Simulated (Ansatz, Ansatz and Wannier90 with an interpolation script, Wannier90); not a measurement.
# G0W0 band structure of GaSb (F-43m), part 3 of 3

G0W0 gives levels on a mesh alone; what do the bands of GaSb (F-43m) look like between the points?

Ansatz 0.2.0; r2SCAN, Wannier functions and G0W0, plane waves, PAW. Known limits of the many-body steps: not at the basis limit; mesh may overstate the screening; no spin-orbit coupling; coarse k mesh.

So far. Step 2 (r2SCAN bands): The gap is direct, at Γ. Step 4 (Wannier functions by Wannier90 (Ga:4s Ga:4p Sb:5p) on …): Near the gap the model misses directly solved bands by 2.8 meV r.m.s. and by 11 meV at most in the window tested. This tests the starting bands, not the corrections carried with them.

The database entry behind the starting cell differs from later determinations by our own check (about 0.4 % long), so it need not match the best structure at ambient conditions.

## Step 5: G0W0 at every point of the mesh: 6×6×6 mesh, 263 empty bands, screening to 160 eV

G0W0 replaces the xc potential by the self-energy, built once from these orbitals. Only a window of levels is corrected, while the sums run over the empty bands that the input names.

This step: G0W0 on r2SCAN, plane waves, PAW.

File input.yaml:

```yaml
crystal:
  lattice:
    - [0.0, 3.059, 3.059]
    - [3.059, 0.0, 3.059]
    - [3.059, 3.059, 0.0]
  atoms:
    - { symbol: Ga, position: [0.0, 0.0, 0.0] }
    - { symbol: Sb, position: [0.75, 0.75, 0.75] }
kpoints:
  mp_grid: { grid: [6, 6, 6] }
hamiltonian:
  xc: r2scan
scf:
  occupations: { method: fixed }
gw:
  n_empty_bands: 263
  ecut_chi: 160.0
  qp_bands: [v3, c4]
  screening: { model: contour_deformation }
```

Started as:

```console
$ ansatz run input.yaml --threads 12 --pin off --max-ram 22118MiB --backend cpu --events-out ev --progress --plain --runs-dir out
```

Numbers of over 12 decimals in the logs are rounded to 6 here.

Log:

```text
[...]
Crystal: 2 atoms, lattice volume = 57.249 Å³
Basis set: ecut = 500 eV, 1459 PW (Γ), exchange–correlation on 128×128×128 points (64 copies of the dense FFT grid, shifted against one another)
Bands: 18, of which v1, the nominal top of the filled ones, is band 14 counted from 1 (13 counted from 0)
Symmetry: 24 space group operations
[...]
k-points: 16 of 216 (time reversal used)
[...]
SCF iter   1: F=—  HF=-10289.829808 eV  |F-HF|=—  |Δ(HF+E_count)|=         —  Δρ=7.87e-3  dr2=1.43e-2  dr2_τ=3.33e-3  ethr=1.77e-3  ⟨swp⟩=5.0  Hψ=1260  notcnv=0  defer=25
[...]
SCF iter   6: F=-10289.838654 eV  HF=-10289.838654 eV  |F-HF|=3.62e-9  |Δ(HF+E_count)|=   1.89e-7  Δρ=7.64e-6  dr2=1.90e-8  dr2_τ=6.03e-10  ethr=3.57e-10  ⟨swp⟩=5.8  Hψ=1230  notcnv=0
SCF 1 converged in 6 iterations: F = -10289.838654 eV  dr2 = 1.90e-8
[...]
G₀W₀ screening: q 1/16
[... further progress lines ...]
[...]
SCF converged after 6 iterations
Free energy (F): -10289.838654 eV
[...]
Internal energy: -10289.838654 eV  (E = F + TS)
E sigma→0 (E₀):  -10289.838654 eV
Fermi energy:    7.525491 eV
[...]
--- Band table (eV; the first three rows and the last of 16) ---
  k-point 0: bands = [... 10 lower, -4.3992, 7.5255, 7.5255, 7.5255, 7.9907, 10.5156, 10.5156, 10.5156]
  k-point 1: bands = [... 10 lower, -4.1013, 4.8308, 7.1055, 7.1055, 8.8404, 11.0859, 11.0859, 11.8480]
  k-point 2: bands = [... 10 lower, -3.3058, 2.2163, 6.5342, 6.5342, 8.4139, 11.5670, 11.5670, 14.4463]
  k-point 15: bands = [... 10 lower, -1.7587, 0.5995, 4.2210, 4.4003, 10.3665, 10.6466, 14.0410, 14.1028]
--- G₀W₀: contour deformation, 8 samples at zero and on the imaginary axis and 3 off it, 216 q-points, 263 empty bands' worth ---
  eigenvalues of the whole cell's RPA ε∞ on this k-mesh (on a slab, of 1 + 4πα/V) = 58.8533, 58.8533, 58.8533; static W/v taken at q = 0 is 0.016991
  bands read: the sum over 277 bands ends inside a degenerate multiplet in 4 slots, whose members it reads at an even weight; the widest, k=0: bands 276 to 278 (counted from 1) at 2/3 each
    ik  band        ε_KS         Σx   Σc(E_QP)       V_xc       Z   E_QP_lin       E_QP  E_QP is
     0    12      7.5255   -15.3377     0.6098   -14.3769  0.7587     7.1654     7.1745  root
     0    13      7.5255   -15.3377     0.6098   -14.3769  0.7587     7.1654     7.1745  root
     0    14      7.5255   -15.3377     0.6098   -14.3769  0.7587     7.1654     7.1745  root
     0    15      7.9907   -12.0000    -3.8028   -15.8301  0.7642     8.0181     8.0180  root
     0    16     10.5156    -7.6784    -4.0209   -11.6838  0.7496    10.5001    10.5000  root
     0    17     10.5156    -7.6784    -4.0209   -11.6838  0.7496    10.5001    10.5000  root
     0    18     10.5156    -7.6784    -4.0209   -11.6838  0.7496    10.5001    10.5000  root
     1    12      4.8308   -15.7706     1.2486   -14.2149  0.7329     4.5169     4.5236  root
     1    13      7.1055   -15.0103     0.7101   -13.9522  0.7557     6.7484     6.7574  root
     1    14      7.1055   -15.0103     0.7101   -13.9522  0.7557     6.7484     6.7574  root
     1    15      8.8404    -9.9563    -3.7275   -13.6707  0.7608     8.8272     8.8272  root
     1    16     11.0859    -7.8320    -4.1838   -11.9860  0.7438    11.0562    11.0561  root
     1    17     11.0859    -7.8320    -4.1838   -11.9860  0.7438    11.0562    11.0561  root
     1    18     11.8480    -8.5462    -4.3900   -12.8088  0.7388    11.7213    11.7206  root
[...]
15    14      4.4003   -13.9277     1.7600   -11.8157  0.7166     4.0379     4.0482  root
    15    15     10.3665    -7.9490    -4.0878   -11.9601  0.7483    10.2902    10.2899  root
    15    16     10.6466    -6.8117    -4.0722   -10.7096  0.7540    10.4736    10.4723  root
    15    17     14.0410    -6.9322    -5.1018   -11.8311  0.7250    13.8394    13.8382  root
    15    18     14.1028    -6.8786    -5.1321   -11.7905  0.7226    13.8839    13.8825  root
```

It took 3.9 min on 12 threads of Arm Neoverse V2, shared host; peak memory 2.9 GiB; 33 min of CPU time.

Numbers from this step:

- bands summed: 277
- RPA ε∞ on this mesh (eigenvalues): 58.85, 58.85, 58.85
- plane waves in the screening matrix: 259
- q-points in the mesh: 216
- G0W0 gap on the mesh: 0.8435 eV
- k of the valence top: 0, 0, 0
- k of the conduction bottom: 0, 0, 0
- starting gap on the mesh: 0.4652 eV
- Z at the valence top: 0.7587
- Z at the conduction bottom: 0.7642
- least direct G0W0 gap on the computed points: 0.8435 eV

The gap on the mesh goes from 0.47 eV to 0.84 eV, a correction of +0.38 eV. Between the two edge states, bare exchange in place of the xc potential would open the gap by 4.79 eV, and correlation takes back 4.41 eV.

## Step 6: Interpolating the corrections

A script adds the corrections, carried to the Wannier functions and back, to the r2SCAN levels, along the path and on a 13×13×13 mesh.

* G0W0 gap over the zone: 0.844 eV
* valence top at: Γ
* conduction bottom at: Γ
* starting gap over the zone: 0.465 eV
* least direct G0W0 gap: 0.844 eV
* G0W0 gap on the mesh: 0.8435 eV
* valence width, start: 7.029 eV
* valence width, G0W0: 6.875 eV
* gap by a rigid shift: 0.8433 eV

Levels solved directly plus the interpolated quasiparticle correction. Limits: finite bands, cutoff and mesh; no spin-orbit coupling. The quasiparticle bands at the labelled points (eV, zero at the valence-band top of each set):

| point | band 12 | band 13 | band 14 | band 15 |
| --- | --- | --- | --- | --- |
| Γ | 0.00 | 0.00 | 0.00 | 0.84 |
| halfway | -4.03 | -1.75 | -1.75 | 1.74 |
| X | -6.87 | -2.70 | -2.70 | 1.37 |
| halfway | -6.84 | -3.16 | -2.59 | 1.59 |
| U | -6.69 | -3.74 | -2.30 | 1.88 |
| jump to K | -6.69 | -3.74 | -2.30 | 1.88 |
| halfway | -4.45 | -2.46 | -0.75 | 2.61 |
| Γ | 0.00 | 0.00 | 0.00 | 0.84 |
| halfway | -4.03 | -0.74 | -0.74 | 1.43 |
| L | -6.44 | -1.22 | -1.22 | 1.00 |
| halfway | -6.41 | -3.19 | -1.98 | 2.86 |
| W | -6.73 | -3.47 | -3.24 | 4.29 |
| halfway | -6.81 | -3.12 | -3.00 | 2.44 |
| X | -6.87 | -2.70 | -2.70 | 1.37 |

The same for r2SCAN:

| point | band 12 | band 13 | band 14 | band 15 |
| --- | --- | --- | --- | --- |
| Γ | 0.00 | 0.00 | 0.00 | 0.47 |
| X | -7.03 | -2.69 | -2.69 | 1.13 |
| U | -6.84 | -3.74 | -2.29 | 1.65 |
| K | -6.84 | -3.74 | -2.29 | 1.65 |
| Γ | 0.00 | 0.00 | 0.00 | 0.47 |
| L | -6.57 | -1.21 | -1.21 | 0.70 |
| W | -6.89 | -3.47 | -3.25 | 4.03 |
| X | -7.03 | -2.69 | -2.69 | 1.13 |

The first set of quasiparticle bands as a text plot (rows in eV):

```
    4.1 |                                                +++
    3.6 |                                               +
    3.1 |                                              +    +
    2.7 |                    ++++                    ++      +
    2.2 |  ++++            ++    +++                +         +
    1.7 |      ++      ++++         +    +++       +           +
    1.3 | +      ++++++              +  +   ++++  +             +
    0.8 |+                            ++        ++
    0.3 |
   -0.1 |**                       *********
   -0.6 | **                    **  **  *  **
   -1.1 |   *                  *  **         ******
   -1.5 |  * ***            ***          *        ****
   -2.0 |       *          *     *  *              *  *
   -2.5 |   *    **** *****     *         *         *  **
   -2.9 |            **        *  **                 *   *  *****
   -3.4 |    **        **    **            *          ********
   -3.9 |      *         ****    *          *
   -4.3 |                       *
   -4.8 |       *                            *
   -5.2 |                      *              *
   -5.7 |        *           **
   -6.2 |         **        *                  **   ***
   -6.6 |           ********                     ***   **********
         Γ           X  U|K            Γ         L        W     X
```

Minima of the lowest conduction band, from levels solved directly at the displaced points, plus the interpolated correction; masses are left empty at degenerate points, on flat bands and where the interpolated correction rules the curvature; G0W0 masses are rough. Conduction valleys, by row:

| point | k (reciprocal lattice) | valleys in the zone | G0W0 level above the valence top (eV) | r2SCAN level above the valence top (eV) | G0W0 principal masses (m_e) | r2SCAN principal masses (m_e) |
| --- | --- | --- | --- | --- | --- | --- |
| Γ | 0.000 0.000 0.000 | 1 | 0.844 | 0.465 | 0.045 0.045 0.045 | 0.029 0.029 0.029 |
| L | 0.000 0.000 -0.500 | 4 | 0.996 | 0.696 | 0.093 0.093 1.649 | 0.088 0.088 1.699 |
| - | -0.409 -0.409 -0.000 | 6 | 1.294 | 1.084 | 0.190 0.190 0.851 | 0.194 0.194 1.190 |

Second differences of levels solved directly at the displaced points, plus the interpolated correction, at the quasiparticle band edges; no spin-orbit coupling; left empty where the band is flat or the interpolated correction rules the curvature. Effective masses, by row:

| carrier | point | Cartesian direction | band | r2SCAN mass (m_e) | G0W0 mass (m_e) |
| --- | --- | --- | --- | --- | --- |
| hole | Γ | 100 | 14 | 0.258 | 0.283 |
| hole | Γ | 100 | 13 | 0.258 | 0.283 |
| hole | Γ | 010 | 14 | 0.258 | 0.283 |
| hole | Γ | 010 | 13 | 0.258 | 0.283 |
| hole | Γ | 001 | 14 | 0.258 | 0.283 |
| hole | Γ | 001 | 13 | 0.258 | 0.283 |
| hole | Γ | 110 | 13 | 0.258 | 0.283 |
| hole | Γ | 111 | 14 | 0.6 | 0.685 |
| hole | Γ | 111 | 13 | 0.6 | 0.685 |

Corrections by starting level (eV, on the run's own energy scale, so only their differences matter):

| start | correction |
| --- | --- |
| -7.03 | −0.20 |
| -5.96 | −0.23 |
| -3.30 | −0.35 |
| -2.69 | −0.36 |
| -2.08 | −0.36 |
| -1.21 | −0.36 |
| -0.42 | −0.35 |
| 0.00 | −0.35 |
| 0.47 | +0.03 |
| 1.18 | −0.12 |
| 2.06 | −0.08 |
| 2.99 | −0.02 |
| 3.56 | −0.03 |
| 4.04 | −0.06 |
| 4.63 | −0.08 |
| 6.34 | −0.21 |
| 6.94 | −0.50 |
| 9.31 | −0.27 |

## Step 7: r2SCAN+SOC bands, for comparison

The many-body steps leave out spin-orbit coupling, so its effect is taken from a two-component run, with twice the bands.

This step: DFT, r2SCAN with spin-orbit coupling, plane waves, PAW.

input.yaml, the sections that differ from step 5:

```yaml
kpoints:
  mp_grid: { grid: [6, 6, 6] }
  band_path:
    path:
      - [[0.0, 0.0, 0.0], [-0.5, -0.5, 0.0], [-0.375, -0.375, 0.25]]
      - [[-0.375, 0.0, 0.375], [0.0, 0.0, 0.0], [0.0, 0.0, 0.5], [-0.5, -0.25, 0.25], [-0.5, -0.5, 0.0]]
    npoints: 10
scf:
  occupations: { method: fermi_dirac, width: 0.02 }
  n_extra_bands: 8
magnetization:
  noncollinear: true
  spin_orbit: true
output:
  eigenvalues: true
# crystal, hamiltonian: as in step 5
# gw: removed
```

Log:

```text
[...]
non-collinear run that drives no moment, with spin-orbit: no starting moment large enough to seed its density (crystal.atoms[].spin), no starting occupations that ask for one, no magnetisation constraint and no magnetic field, so the semilocal B_xc is pinned to zero
Crystal: 2 atoms, lattice volume = 57.249 Å³
Basis set: ecut = 500 eV, 1459 PW (Γ), exchange–correlation on 128×128×128 points (64 copies of the dense FFT grid, shifted against one another)
Bands: 36, of which v1, the nominal top of the filled ones, is band 28 counted from 1 (27 counted from 0)
Symmetry: 24 space group operations + 24 with time reversal
[...]
k-points: 16 of 216 (time reversal used)
Projection manifold: j_resolved (fully-relativistic pseudo-atomic orbitals)
[...]
iter 1 solved again at ethr=1.47e-3 eV; its pass at ethr=3.10e-3 eV (dr2=4.12e-1 eV) is discarded
[...]
SCF iter   7: F=-10276.567002 eV  HF=-10276.567002 eV  |F-HF|=8.41e-9  |Δ(HF+E_count)|=   5.91e-7  Δρ=7.97e-6  dr2=3.44e-8  dr2_τ=8.55e-11  dr2_m=0.00e0 (ungated)  ethr=3.57e-10  |M|=0.00e0 ∫|m|=0.00e0 μB  |m|>n=0.0e0 m-floor=0.0e0 τ_xc=0.0e0  ⟨swp⟩=5.1  Hψ=1807  notcnv=0
SCF 1 converged in 7 iterations: F = -10276.567002 eV  dr2 = 3.44e-8
[...]
SCF converged after 7 iterations
Magnetization: |M| = 0.0000 μB,  M = (+0.0000, +0.0000, +0.0000) μB
Absolute magnetization: 0.0000 μB (∫|m|)
  site 0: m = (+0.0000, +0.0000, +0.0000) μB, |m| = 0.0000 μB  (R = 1.09 Å)
  site 1: m = (+0.0000, +0.0000, +0.0000) μB, |m| = 0.0000 μB  (R = 1.09 Å)
Free energy (F): -10276.567002 eV
[...]
Internal energy: -10276.566995 eV  (E = F + TS)
E sigma→0 (E₀):  -10276.566998 eV
Entropy (-TS):   -0.000007 eV (-0.004 meV/atom)
Fermi energy:    7.878370 eV
[...]
--- Band table (eV; the first three rows and the last of 16) ---
  k-point 0: bands = [... 24 lower, 7.7460, 7.7460, 7.7460, 7.7460, 7.9969, 7.9969, 10.3764, 10.3764, ... 4 higher]
  k-point 1: bands = [... 24 lower, 6.8798, 6.8798, 7.3076, 7.3081, 8.8445, 8.8445, 11.0007, 11.0007, ... 4 higher]
  k-point 2: bands = [... 24 lower, 6.3169, 6.3169, 6.7242, 6.7243, 8.4169, 8.4169, 11.4936, 11.4936, ... 4 higher]
  k-point 15: bands = [... 24 lower, 4.0267, 4.3159, 4.4247, 4.4378, 10.2472, 10.4576, 10.6398, 10.6616, ... 4 higher]
```

Elapsed: 5.2 s, on 12 threads; peak memory 1.1 GiB; 49 s of CPU time.

This step gave:

```yaml
filled_bands: 28
gap: 0.2509 eV
valence_top_at: Γ
conduction_bottom_at: Γ
least_direct_gap: 0.2509 eV
```

The gap stands −0.21 eV against r2SCAN.

## Step 8: Results

```
r2SCAN gap                          : 0.47 eV
G0W0 gap over the zone              : 0.84 eV, direct
least direct G0W0 gap, in the model : 0.84 eV
with the spin-orbit change          : 0.63 eV
GW settings                         : 6×6×6 mesh, 263 empty bands, screening to 160 eV
known limits                        : not at the basis limit; mesh may overstate the screening; no spin-orbit coupling; coarse k mesh
```

The Wannier model follows the r2SCAN bands to 3 meV r.m.s. near the gap. The G0W0 gap over the zone is 0.84 eV, direct, from Γ to Γ; on the mesh alone it is 0.84 eV, nearly the same. The valence width in the model goes from 7.03 eV to 6.87 eV. r2SCAN+SOC gives a gap of 0.25 eV on the same path, a spin-orbit change of −0.21 eV that would bring the G0W0 gap to 0.63 eV. Bands and cutoff are finite, so the gap is not at the basis limit. The miss can reach some tenths of an eV and take either sign; the mesh is an error of its own. Beside the filled d shell of Ga, one-shot G0W0 from a semilocal start often leaves the gap short. Above the frozen window of the model the interpolated levels need not meet the computed ones, even at points of the mesh. The 6×6×6 mesh is coarse for this cell (its supercell is 26 Å along the shortest edge). The RPA ε∞ on it, from the r2SCAN start, is 58.85; such meshes misread the long-range screening, most where the gap is narrow. The RPA ε∞ on this mesh reaches over 25; with a narrow direct gap a coarse mesh can overstate it, and the correction is then too small.

[Paths, hosts, dates, memory and timing lines, banners, echoed tables and standing remarks are left out of the program output.]

[Logs are printed without paths, hosts, clocks, repeated set-up lines and the standing remarks that a program may print on its own settings, such as how far it seeks lower states.]

[Runs of the session that timed out or met a known fault of the program may be left out.]

[Hosts, paths, dates, database ids (printed as entryN), source tags and the programs' standing remarks are cut or masked in the printed files.]
